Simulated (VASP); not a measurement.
The system is Ir.

```
Ir
1.0
     0.00000    1.91560    1.91560
     1.91560    0.00000    1.91560
     1.91560    1.91560    0.00000
Ir
1
Direct
  0.00000 0.00000 0.00000
```

Base run:

| Quantity | Value |
| --- | --- |
| Program | VASP 6.6.1 |
| Functional | PBE |
| Potentials or basis | VASP PAW PBE potentials, release 64 (Ir) |
| Cutoff | 520 eV |
| k mesh | 12 × 12 × 12 |
| Occupations | fermi-dirac, width 0.05 eV |
| Spin | no spin polarisation |

Its results: band gap on the k mesh none (metal or under the smearing width); pressure 11.8 GPa.

Task: The run is repeated on the same cell with these changes: functional from PBE to PBEsol. What comes out?

Result: Band gap on the k mesh none (metal or under the smearing width); pressure 0.3 GPa.

PBEsol binds more tightly than PBE, so the same cell stands under less pressure.

Caveats: the PAW data sets were made with another functional, which shifts forces and pressure a little (some runs).

Not every run made on this cell is shown here.
